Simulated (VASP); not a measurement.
A run of VASP 6.6.1:

POSCAR

```
Ca
1.0
    3.4946666110      0.0000000000      0.0000000000
    0.0000000000      3.4946666110      0.0000000000
    0.0000000000      0.0000000000      3.4946666110
Ca
1
Direct
    0.0000000000      0.0000000000      0.0000000000
```

The input INCAR.step1:

```
SYSTEM = Ca
PREC     = Accurate       ! precision mode
ENCUT    = 520            ! plane-wave cutoff, eV
ISMEAR   = 0              ! smearing method
SIGMA    = 0.1            ! smearing width, eV
LREAL    = .FALSE.        ! projectors in reciprocal space
LASPH    = .TRUE.         ! aspherical terms in the spheres
NELM     = 100            ! most SCF steps
NBANDS   = 11             ! bands
GGA      = PE             ! functional
ALGO     = Normal         ! electronic algorithm
EDIFF    = 1E-4           ! SCF threshold, eV
LWAVE    = .TRUE.         ! write WAVECAR
LCHARG   = .FALSE.        ! write CHGCAR
```

File INCAR.step2:

```
SYSTEM = Ca
PREC     = Accurate       ! precision mode
ENCUT    = 520            ! plane-wave cutoff, eV
EDIFF    = 1E-6           ! SCF threshold, eV
ISMEAR   = 0              ! smearing method
SIGMA    = 0.1            ! smearing width, eV
LREAL    = .FALSE.        ! projectors in reciprocal space
LASPH    = .TRUE.         ! aspherical terms in the spheres
NELM     = 100            ! most SCF steps
ALGO     = Normal         ! electronic algorithm
ISIF     = 2              ! what is computed and relaxed
LWAVE    = .FALSE.        ! write WAVECAR
LCHARG   = .TRUE.         ! write CHGCAR
METAGGA  = R2SCAN         ! meta-GGA
LMIXTAU  = .TRUE.       
LELF     = .TRUE.         ! ELF
LVHAR    = .TRUE.       
NBANDS   = 11             ! bands
ISTART   = 1
```

The input KPOINTS:

```
Automatic mesh
0
G
  16 16 16
  0 0 0
```

Potentials or basis: VASP PAW PBE potentials, release 64 (Ca_sv).

Run with:

```bash
$ cat potpaw_PBE.64/Ca_sv/POTCAR > POTCAR
$ cp INCAR.step1 INCAR
$ mpirun -np 1 vasp_std > vasp.out
$ cp INCAR.step2 INCAR
$ mpirun -np 1 vasp_std > vasp.out
```

Hardware: 1 thread of AMD EPYC 9R45 (Zen 5), on a shared host.

Problem. Estimate the wall time of this run.

Solution. Run time: 2.2 min on 1 thread of AMD EPYC 9R45 (Zen 5), on a shared host, peak memory 0.18 GiB. Counts: scf iterations 8, k points 165.
